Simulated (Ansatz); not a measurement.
Fields on a plane of BaSnO3 (cubic perovskite)

```yaml
crystal:
  lattice:
    - [4.17608, 0.00000, 0.00000]
    - [0.00000, 4.17608, 0.00000]
    - [0.00000, 0.00000, 4.17608]
  atoms:
    - { symbol: Ba, position: [0.00000, 0.00000, 0.00000] }
    - { symbol: Sn, position: [0.50000, 0.50000, 0.50000] }
    - { symbol: O, position: [0.00000, 0.50000, 0.50000] }
    - { symbol: O, position: [0.50000, 0.50000, 0.00000] }
    - { symbol: O, position: [0.50000, 0.00000, 0.50000] }
```

The slice is a {110} plane (indices of the conventional cell) through the point (0.500, 0.000, 0.500) (fractional), spanned by u = [100] and v = [011] in vectors of this cell: u (4.18 Å) and v (5.91 Å, at 90° to u). It covers one period; positions are fractions (u, v).

Atoms on it: O at (0.00, 0.50); O at (0.00, 0.00).

Computed with PBE (plane waves to 420 eV, PAW, scalar-relativistic; Ansatz, a quantum-chemistry and plane-wave program). k mesh 8×8×8. Inside the PAW spheres the values are not all-electron values, and peaks at nuclei hang on which shells count as valence. BaSnO3 was relaxed with its symmetry unable to fall.

| v \ u | 0.00 | 0.10 | 0.20 | 0.30 | 0.40 | 0.50 | 0.60 | 0.70 | 0.80 | 0.90 |
|---|---|---|---|---|---|---|---|---|---|---|
| 0.93 | 0.6 | 0.3 | -0.4 | -1.0 | -1.3 | -1.4 | -1.3 | -1.0 | -0.4 | 0.3 |
| 0.86 | -0.2 | -0.4 | -0.8 | -1.1 | -1.1 | -1.1 | -1.1 | -1.1 | -0.8 | -0.4 |
| 0.79 | -0.8 | -0.9 | -1.1 | -1.1 | -0.9 | -0.8 | -0.9 | -1.1 | -1.1 | -0.9 |
| 0.71 | -0.8 | -0.9 | -1.1 | -1.1 | -0.9 | -0.8 | -0.9 | -1.1 | -1.1 | -0.9 |
| 0.64 | -0.2 | -0.4 | -0.8 | -1.1 | -1.1 | -1.1 | -1.1 | -1.1 | -0.8 | -0.4 |
| 0.57 | 0.6 | 0.3 | -0.4 | -1.0 | -1.3 | -1.4 | -1.3 | -1.0 | -0.4 | 0.3 |
| 0.50 | 0.9 | 0.6 | -0.2 | -0.9 | -1.4 | -1.5 | -1.4 | -0.9 | -0.2 | 0.6 |
| 0.43 | 0.6 | 0.3 | -0.4 | -1.0 | -1.3 | -1.4 | -1.3 | -1.0 | -0.4 | 0.3 |
| 0.36 | -0.2 | -0.4 | -0.8 | -1.1 | -1.1 | -1.1 | -1.1 | -1.1 | -0.8 | -0.4 |
| 0.29 | -0.8 | -0.9 | -1.1 | -1.1 | -0.9 | -0.8 | -0.9 | -1.1 | -1.1 | -0.9 |
| 0.21 | -0.8 | -0.9 | -1.1 | -1.1 | -0.9 | -0.8 | -0.9 | -1.1 | -1.1 | -0.9 |
| 0.14 | -0.2 | -0.4 | -0.8 | -1.1 | -1.1 | -1.1 | -1.1 | -1.1 | -0.8 | -0.4 |
| 0.07 | 0.6 | 0.3 | -0.4 | -1.0 | -1.3 | -1.4 | -1.3 | -1.0 | -0.4 | 0.3 |
| 0.00 | 0.9 | 0.6 | -0.2 | -0.9 | -1.4 | -1.5 | -1.4 | -0.9 | -0.2 | 0.6 |

Values: log₁₀ of the valence density in e/Å³. The scale is logarithmic, as a density can span decades between atoms and voids.

```
|xxxx@@@@@@**::              ::**@@@@@@xx|
|%%@@@@@@%%==..              ..==%%@@@@@@|
|@@@@@@%%**::                  ::**%%@@@@|
|%%%%##++--..                  ..--++##%%|
|====--::..                      ..::--==|
|......                              ....|
|                    ..                  |
|......                              ....|
|====--::..                      ..::--==|
|%%%%##++--..                  ..--++##%%|
|@@@@@@%%**::                  ::**%%@@@@|
|%%@@@@@@%%==..              ..==%%@@@@@@|
|xxxx@@@@@@**::              ::**@@@@@@xx|
|xxxx@@@@@@##--              --##@@@@@@xx|
|xxxx@@@@@@**::              ::**@@@@@@xx|
|%%@@@@@@%%==..              ..==%%@@@@@@|
|@@@@@@%%**::                  ::**%%@@@@|
|%%%%##++--..                  ..--++##%%|
|====--::..                      ..::--==|
|......                              ....|
|                    ..                  |
|......                              ....|
|====--::..                      ..::--==|
|%%%%##++--..                  ..--++##%%|
|@@@@@@%%**::                  ::**%%@@@@|
|%%@@@@@@%%==..              ..==%%@@@@@@|
|xxxx@@@@@@**::              ::**@@@@@@xx|
|xxxx@@@@@@##--              --##@@@@@@xx|
```
Scale: ten equal steps from 0.01 (start of ' ') to 0.85 (end of '@'), in the order ' .:-=+*#%@'. Values: electron localisation function (ELF). The map has 20 points along u (two characters each, u = 0 at the left) and 28 along v (v = 0 in the bottom row). Points within 0.4 Å of a nucleus are blanked (x), as the pseudised field means little there.
